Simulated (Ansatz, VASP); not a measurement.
# ZrC in VASP and in Ansatz

```
CELL_PARAMETERS angstrom
0.00000 2.25620 2.35021
2.25620 0.00000 2.35021
2.25620 2.25620 0.00000
ATOMIC_POSITIONS crystal
Zr 0.50000 0.50000 0.50000
C 0.00000 0.00000 0.00000
```

Change from the starting cell: strain -0.040 along x and y, +0.000 along z, atoms carried along.

Alike in both runs: task single point; functional PBEsol; k mesh 18 × 18 × 18; occupations gaussian, width 0.15 eV; no spin polarisation.

|  | VASP | Ansatz |
| --- | --- | --- |
| version | VASP 6.6.1 | Ansatz 0.2.0 |
| potentials or method | VASP PAW PBE potentials, release 64 (Zr_sv, C) | scalar-relativistic, plane waves, PAW |
| plane-wave cutoff (eV) | 520 | 420 |
| valence electrons in the cell | 16 | 16 |

Ansatz gave:

- gap on the k mesh at the Fermi level (eV): none
- pressure (GPa): 17.2
- largest component of the traceless stress (GPa): 13.16

Question: Which values does VASP return?

Answer: gap on the k mesh at the Fermi level (eV): none; pressure (GPa): 17.7; largest component of the traceless stress (GPa): 13.23.

A gap of «none» marks a metal or a gap that the smearing closes. The functional is the same, so the differences come from potentials, cutoffs and numerics.

Caveats: so large a pressure means that the cell lies far from this level's equilibrium, or that cutoff or potentials fall short (VASP); the potentials were made for another functional, which shifts forces and pressure (VASP).
